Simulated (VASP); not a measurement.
A convergence study with VASP on LiI (space group no. 225 when undisturbed): one setting is varied, all else stays as given below, so the limit is that of these other settings. One atom is moved off its site, so that forces are finite.

```xyz
2
Lattice="0.0000 3.0250 3.0250 3.0250 0.0000 3.0250 3.0250 3.0250 0.0000" Properties=species:S:1:pos:R:3 pbc="T T T"
Li     0.0000     0.0000     0.0500
I      3.0250     3.0250     3.0251
```

The numbers are results of PBE GGA, VASP's PBE PAW potentials (set 64) (plane waves; VASP), not measurements. The tightest run used: 960 eV cut-off, 7×7×7 Γ-centred mesh, Fermi-Dirac smearing of 0.050 eV, potentials Li_sv I.

Unless said otherwise, spin-orbit coupling is left out, though it shifts the bands of the heavy elements here. Gaps are read on the run's mesh, which can miss a band edge.

| setting | E (eV/atom) | pressure (GPa) | largest force (eV/Å) | gap on the mesh (eV) | plane waves |
|---|---|---|---|---|---|
| ENCUT = 140 | -8.7402 | -6.48 | 0.059 | 4.557 | 214 |
| ENCUT = 160 | -7.2009 | -4.51 | 0.060 | 4.584 | 271 |
| ENCUT = 180 | -6.0651 | -3.41 | 0.051 | 4.587 | 311 |
| ENCUT = 200 | -5.1451 | -2.76 | 0.045 | 4.585 | 363 |
| ENCUT = 220 | -4.4773 | -2.40 | 0.041 | 4.588 | 424 |
| ENCUT = 240 | -4.0255 | -2.21 | 0.038 | 4.592 | 489 |
| ENCUT = 280 | -3.3865 | -2.01 | 0.032 | 4.602 | 609 |
| ENCUT = 320 | -3.1141 | -1.76 | 0.027 | 4.578 | 726 |

Problem. These are the cheaper rows. Estimate the results at ENCUT = 960, and how far the last row shown lies from them.

Solution. 
| quantity | tightest run | last row shown is off by |
|---|---|---|
| E (eV/atom) | -2.9131 | -0.2010 |
| pressure (GPa) | -0.29 | -1.48 |
| largest force (eV/Å) | 0.014 | 0.013 |
| gap on the mesh (eV) | 4.194 | 0.384 |

Left out are rungs that failed or repeat a setting and relaxations that didn't move; long series are thinned to 24 rows.

The structure is a typed LiI crystal (space group no. 225). The cell was not relaxed at this level, it is distorted from the ideal structure.
